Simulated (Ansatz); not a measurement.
# Rh (Fm-3m) in Ansatz: settings compared, part 2 of 2

Ansatz 0.2.0. The steps go on from the part before.

### 3 Single point, LDA, 12.85 Å³/atom (volume scaled by 0.94)

input.yaml reads:

```yaml
crystal:
  lattice:
    - [0.0, 1.8591074964, 1.8591074964]
    - [1.8591074964, 0.0, 1.8591074964]
    - [1.8591074964, 1.8591074964, 0.0]
  atoms:
    - { symbol: Rh, position: [0.0, 0.0, 0.0] }
hamiltonian:
  xc: lda
  pseudopotentials: { kind: paw }
kpoints:
  mp_grid: { grid: [12, 12, 12] }
scf:
  occupations: { method: fermi_dirac, width: 0.05 }
output:
  forces: true
  stress: true
  eigenvalues: true
  write_density: true
  write_potential: true
  elf: true
  volumetric_format: npy
```

Potentials or basis: Ansatz PAW.

Started as:

```console
> ansatz run input.yaml --threads 2 --pin off --max-ram 5632MiB --backend cpu --events-out ev --progress --plain --runs-dir out
```

The log of the run:

```text
Warning: RAYON_NUM_THREADS=2 ignored (pool sized by the plan → 2); use --threads N
Engine: ansatz 0.2.0, x86_64-unknown-linux-gnu
Pseudopotentials: kind: paw
Pseudopotential: Rh, paw, valence charge 17, recommended cutoff 420 eV (normal), Rh.paw.azcp
Functional definition: SPW92
  exchange = slater_x
  correlation = pw_c
Crystal: 1 atoms, lattice volume = 12.851 Å³
Basis set: ecut = 420 eV, 259 PW (Γ)
Bands: 13, of which v1, the nominal top of the filled ones, is band 9 counted from 1 (8 counted from 0)
Symmetry: 48 space group operations
Space group: Fm-3m (ITA 225), of the structure as read, at distance tolerance 2.3e-5 Å
k-points: 72 of 1728
Non-local potential: Rh, projectors of the file, l = 0: 3, l = 1: 2, l = 2: 2, l = 3: 1
PAW form: soft (Blöchl's): semilocal exchange-correlation on the pseudo side does not see the compensation charge
PAW frozen core: Rh, regenerated for the run's functional, and the local potential with it (the file was generated under x = pbe(κ = 0.804, μ = 0.2195149727645171), c = pbe(β = 0.06672455060314922))
PAW one-centre angular grid: Rh, 590 points (default); XC on 64 Gauss nodes
Initial density: superposition of atomic densities (neutral atoms: chi_scale 0, normalization atom), corrected by the library's trained network
Initial wavefunctions: pseudopotential atomic-orbital guess
Functional: x = slater, c = lda
SCF iter   1: F=—  HF=-6278.650369 eV  |F-HF|=—  |Δ(HF+E_count)|=         —  Δρ=1.18e-2  dr2=1.03e-2  ethr=1.77e-3  ⟨swp⟩=4.9  Hψ=5170  notcnv=0
preconditioner: auto → none  [metal: Δε(μ)=0.110 eV  Ē_g=14.703 eV  σ=0.050 eV  W_gap=0.45  n_scr=0 (ndim 8)  ℏωp=31.1 eV  f_vac=0.000  D(μ)=0.82/eV (n_scr^D=14)]
SCF iter   2: F=—  HF=-6278.647469 eV  |F-HF|=—  |Δ(HF+E_count)|=   2.90e-3  Δρ=5.02e-3  dr2=1.11e-3  ethr=6.06e-5  ⟨swp⟩=2.5  Hψ=2160  notcnv=0
SCF iter   3: F=—  HF=-6278.647182 eV  |F-HF|=—  |Δ(HF+E_count)|=   2.87e-4  Δρ=2.50e-3  dr2=1.39e-4  ethr=6.55e-6  ⟨swp⟩=2.6  Hψ=1463  notcnv=0
SCF iter   4: F=—  HF=-6278.647150 eV  |F-HF|=—  |Δ(HF+E_count)|=   3.13e-5  Δρ=1.18e-4  dr2=3.72e-7  ethr=8.20e-7  ⟨swp⟩=2.0  Hψ=1008  notcnv=0
SCF iter   5: F=—  HF=-6278.647150 eV  |F-HF|=—  |Δ(HF+E_count)|=   1.38e-7  Δρ=3.55e-5  dr2=3.18e-8  ethr=2.19e-9  ⟨swp⟩=2.5  Hψ=1470  notcnv=0
SCF iter   6: F=-6278.647150 eV  HF=-6278.647150 eV  |F-HF|=2.87e-10  |Δ(HF+E_count)|=   8.59e-9  Δρ=5.23e-6  dr2=5.75e-10  ethr=1.87e-10  ⟨swp⟩=5.3  Hψ=4681  notcnv=0
SCF 1 converged in 6 iterations: F = -6278.647150 eV  dr2 = 5.75e-10
SCF converged after 6 iterations
Free energy (F): -6278.647150 eV
Harris-Foulkes:  -6278.647150 eV  (|F-HF|=2.87e-10)
Internal energy: -6278.639908 eV  (E = F + TS)
E sigma→0 (E₀):  -6278.643529 eV
Entropy (-TS):   -0.007243 eV (-7.243 meV/atom)
Fermi energy:    24.096776 eV
--- Per-component energies (eV) ---
  E_band       = -60.700711
  E_kinetic    = 575.847617
  E_local      = -1484.842114  (includes V_loc(G=0)·N_el)
  E_nonlocal   = 360.142456
  E_hartree    = 520.871449
  E_xc         = -221.699161
  E_vxc        = -279.581218  (∫ρ·V_xc dr)
  E_paw        = -3463.850603  (= ΣΔE_a)
  E_vpaw       = -274.011329  (= ΣTr[D̂ρ^β])
  E_aug_tail   = 0.000757  (compensation charges beyond the density's cutoff)
  E_ewald      = -2565.732790
  E_core_change = 0.622482  (= ΣΔE_core)
  E_smearing   = -0.007243  (= −TS)
  E_closure    = -0.000000  (closes the sum)
  Σ components = -6278.647150   (vs F -6278.647150, Δ=0.00e0)
--- Forces (eV/Å), atoms counted from 1 ---
  atom   1  Rh     0.00000000    -0.00000000     0.00000000
  max |Σ_I F_I| component: 1.89e-31 eV/Å
--- Stress (GPa, compression-positive) ---
        9.573020      -0.000000      -0.000000
        0.000000       9.573020       0.000000
       -0.000000      -0.000000       9.573020
  P = ⅓ Tr σ = 9.5730 GPa (95.730 kbar)
--- Band table (eV; the first three rows and the last of 72) ---
  k-point 0: bands = ["-54.8924", "-22.3210", "-22.3210", "-22.3210", "15.5181", "20.6164", "20.6164", "20.6164", "22.9717", "22.9717", "39.7670", "45.4078", "45.4078"]
  k-point 1: bands = ["-54.8823", "-22.3858", "-22.3296", "-22.3296", "15.8139", "20.4839", "20.7339", "20.7339", "22.9059", "22.9059", "40.2116", "44.1158", "45.8573"]
  k-point 2: bands = ["-54.8546", "-22.5611", "-22.3531", "-22.3531", "16.5908", "20.2542", "20.9725", "20.9725", "22.8469", "22.8469", "41.2309", "41.8327", "47.1195"]
  k-point 71: bands = ["-54.6898", "-22.9329", "-22.9329", "-22.6719", "18.4871", "19.8393", "19.8393", "22.7057", "25.1884", "34.1521", "34.1521", "35.7988", "37.4129"]
```

Run time: 1 s. Hardware: 2 threads of AMD EPYC 7R43 (Zen 3), shared host; peak memory 0.32 GiB.

What came out:

```
Free energy            : -6278.6472 eV
Pressure               : 9.6 GPa
Band gap on the k mesh : none (metal or under the smearing width)
```

Caveat: the PAW data sets come from PBE, with cores solved anew for the run's functional, which leaves a small shift of forces and pressure.

### 4 Single point, LDA, 13.12 Å³/atom (volume scaled by 0.96)

input.yaml reads:

```yaml
crystal:
  lattice:
    - [0.0, 1.8722002341, 1.8722002341]
    - [1.8722002341, 0.0, 1.8722002341]
    - [1.8722002341, 1.8722002341, 0.0]
  atoms:
    - { symbol: Rh, position: [0.0, 0.0, 0.0] }
hamiltonian:
  xc: lda
  pseudopotentials: { kind: paw }
kpoints:
  mp_grid: { grid: [12, 12, 12] }
scf:
  occupations: { method: fermi_dirac, width: 0.05 }
output:
  forces: true
  stress: true
  eigenvalues: true
```

Started as:

```console
> ansatz run input.yaml --threads 2 --pin off --max-ram 5632MiB --backend cpu --events-out ev --progress --plain --runs-dir out
```

Run time: 0.69 s. Hardware: 2 threads of AMD EPYC 7R43 (Zen 3), shared host; peak memory 0.32 GiB.

Results (log left out):

```
Free energy            : -6278.6571 eV
Pressure               : 2.2 GPa
Band gap on the k mesh : none (metal or under the smearing width)
```

Caveat: the PAW data sets come from PBE, with cores solved anew for the run's functional, which leaves a small shift of forces and pressure.

### 5 Single point, LDA, 13.40 Å³/atom (volume scaled by 0.98)

Edit input.yaml of step 4 so:

```diff
@@ -2,5 +2,5 @@
   lattice:
-    - [0.0, 1.8722002341, 1.8722002341]
-    - [1.8722002341, 0.0, 1.8722002341]
-    - [1.8722002341, 1.8722002341, 0.0]
+    - [0.0, 1.8851123679, 1.8851123679]
+    - [1.8851123679, 0.0, 1.8851123679]
+    - [1.8851123679, 1.8851123679, 0.0]
   atoms:
```

Started as:

```console
> ansatz run input.yaml --threads 2 --pin off --max-ram 5632MiB --backend cpu --events-out ev --progress --plain --runs-dir out
```

Wall time 0.78 s (2 threads of AMD EPYC 7R43 (Zen 3), shared host); peak memory 0.32 GiB.

Results (log left out):

```
Free energy            : -6278.6553 eV
Pressure               : -4.2 GPa
Band gap on the k mesh : none (metal or under the smearing width)
```

Caveat: the PAW data sets come from PBE, with cores solved anew for the run's functional, which leaves a small shift of forces and pressure.

### 6 Single point, LDA, 13.67 Å³/atom

Edit input.yaml of step 5 so:

```diff
@@ -2,5 +2,5 @@
   lattice:
-    - [0.0, 1.8851123679, 1.8851123679]
-    - [1.8851123679, 0.0, 1.8851123679]
-    - [1.8851123679, 1.8851123679, 0.0]
+    - [0.0, 1.89785, 1.89785]
+    - [1.89785, 0.0, 1.89785]
+    - [1.89785, 1.89785, 0.0]
   atoms:
```

Potentials or basis: Ansatz PAW.

Started as:

```console
> ansatz run input.yaml --threads 2 --pin off --max-ram 5632MiB --backend cpu --events-out ev --progress --plain --runs-dir out
```

Wall time 0.86 s (2 threads of AMD EPYC 7R43 (Zen 3), shared host); peak memory 0.31 GiB.

It converged, with:

```yaml
Free_energy: -6278.6431 eV
Pressure: -9.9 GPa
Band_gap_on_the_k_mesh: none (metal or under the smearing width)
```

Caveat: the PAW data sets come from PBE, with cores solved anew for the run's functional, which leaves a small shift of forces and pressure.

### 7 Single point, LDA, 13.94 Å³/atom (volume scaled by 1.02)

Edit input.yaml of step 6 so:

```diff
@@ -2,5 +2,5 @@
   lattice:
-    - [0.0, 1.89785, 1.89785]
-    - [1.89785, 0.0, 1.89785]
-    - [1.89785, 1.89785, 0.0]
+    - [0.0, 1.9104189093, 1.9104189093]
+    - [1.9104189093, 0.0, 1.9104189093]
+    - [1.9104189093, 1.9104189093, 0.0]
   atoms:
```

Started as:

```console
> ansatz run input.yaml --threads 2 --pin off --max-ram 5632MiB --backend cpu --events-out ev --progress --plain --runs-dir out
```

Run time: 0.68 s. Hardware: 2 threads of AMD EPYC 7R43 (Zen 3), shared host; peak memory 0.32 GiB.

It converged, with:

```
Free energy            : -6278.6219 eV
Pressure               : -14.9 GPa
Band gap on the k mesh : none (metal or under the smearing width)
```

Caveat: the PAW data sets come from PBE, with cores solved anew for the run's functional, which leaves a small shift of forces and pressure.

### 8 Single point, LDA, 14.22 Å³/atom (volume scaled by 1.04)

Edit input.yaml of step 7 so:

```diff
@@ -2,5 +2,5 @@
   lattice:
-    - [0.0, 1.9104189093, 1.9104189093]
-    - [1.9104189093, 0.0, 1.9104189093]
-    - [1.9104189093, 1.9104189093, 0.0]
+    - [0.0, 1.9228245745, 1.9228245745]
+    - [1.9228245745, 0.0, 1.9228245745]
+    - [1.9228245745, 1.9228245745, 0.0]
   atoms:
```

Started as:

```console
> ansatz run input.yaml --threads 2 --pin off --max-ram 5632MiB --backend cpu --events-out ev --progress --plain --runs-dir out
```

Run time: 0.78 s. Hardware: 2 threads of AMD EPYC 7R43 (Zen 3), shared host; peak memory 0.3 GiB.

It converged, with:

* Free energy: -6278.5926 eV
* Pressure: -19.3 GPa
* Band gap on the k mesh: none (metal or under the smearing width)

Caveat: the PAW data sets come from PBE, with cores solved anew for the run's functional, which leaves a small shift of forces and pressure.

### 9 Single point, LDA, 14.49 Å³/atom (volume scaled by 1.06)

Edit input.yaml of step 8 so:

```diff
@@ -2,5 +2,5 @@
   lattice:
-    - [0.0, 1.9228245745, 1.9228245745]
-    - [1.9228245745, 0.0, 1.9228245745]
-    - [1.9228245745, 1.9228245745, 0.0]
+    - [0.0, 1.935072195, 1.935072195]
+    - [1.935072195, 0.0, 1.935072195]
+    - [1.935072195, 1.935072195, 0.0]
   atoms:
```

Potentials or basis: Ansatz PAW.

Started as:

```console
> ansatz run input.yaml --threads 2 --pin off --max-ram 5632MiB --backend cpu --events-out ev --progress --plain --runs-dir out
```

It took 0.85 s on 2 threads of AMD EPYC 7R43 (Zen 3), shared host; peak memory 0.31 GiB.

The run converged. Its results:

| Quantity | Value |
| --- | --- |
| Free energy | -6278.5562 eV |
| Pressure | -23.2 GPa |
| Band gap on the k mesh | none (metal or under the smearing width) |

Caveat: the PAW data sets come from PBE, with cores solved anew for the run's functional, which leaves a small shift of forces and pressure.

### 10 Equation of state, LDA

This step only gathers the single runs of the series.

Results:

- Equilibrium volume: 13.22 Å³/atom
- Bulk modulus: 319 GPa
- Pressure derivative of the bulk modulus: 5.1

Energy against volume, from the lowest point:
```csv
volume (Å³/atom),energy (meV/atom)
12.851,9.95
13.125,0.00
13.398,1.78
13.671,13.95
13.945,35.22
14.218,64.53
14.492,100.90
```

LDA usually gives volumes a few per cent too small.

### 11 Comparison with measurements

Step 10. Measured bulk modulus of Rh: 264 GPa (quoted in “Thermal equation of state of rhodium characterized by XRD in a resistively heated diamond anvil cell”, 2024, pmc:11535440). This calculation gives 319 GPa (+20.7 %). The fit is for a static lattice scaled at fixed shape and fixed fractional positions.
